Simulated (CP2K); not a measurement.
Runs of CP2K 2026.2 on TiO2. Symmetry: R-3m, No. 166, trigonal system. The conventional cell has a = 2.995 Å, b = 2.995 Å, c = 20.945 Å, α = 90.00°, β = 90.00°, γ = 120.00°. Around Ti (site symmetry -3m) lie 6 O at 1.98 Å. O (site symmetry 3m) has 3 Ti at 1.98 Å as nearest neighbours. Measurements of this composition are mostly on another form, of space group No. 141.

```csv
level,potentials or basis,smearing,EPS_DEFAULT,points a segment of the path (NPOINTS),bands added on the path,CUTOFF of the grids,gap on the mesh (eV),pressure (GPa),largest force (eV/Å)
LDA,"GTH_POTENTIALS Ti GTH-PADE-q12, O GTH-PADE-q6; TZVP-MOLOPT-PBE-GTH basis",fermi-dirac 0.01 eV,1.0E-9,10,2,600 Ry,2.61,-7.4,0.78
SCAN,"POTENTIAL_UZH Ti GTH-SCAN-q12, O GTH-SCAN-q6; TZVP-MOLOPT-SCAN-GTH basis",fermi-dirac 0.0259 eV,1.0E-9,6,4,850 Ry,(a),-3.3,(c)
r2SCAN,"POTENTIAL_UZH Ti GTH-SCAN-q12, O GTH-SCAN-q6; TZVP-MOLOPT-SCAN-GTH basis",fermi-dirac 0.05 eV,1.0E-9,8,6,850 Ry,3.03,-2.9,0.43
TASK,"POTENTIAL_UZH Ti GTH-SCAN-q12, O GTH-SCAN-q6; TZVP-MOLOPT-SCAN-GTH basis",fermi-dirac 0.01 eV,1.0E-10,6,2,850 Ry,(b),3.4,0.22
```

Alike in all rows: task band structure; no spin polarisation; cell as given; k mesh 10 × 10 × 10.

Task: Fill in the values left out.

Result: (a) 3.04; (b) 3.49; (c) 0.48.

Caveats: the basis of atomic orbitals isn't converged, which shifts pressures, moduli and gaps; the potentials were made for another functional, which shifts forces and pressure (some runs).

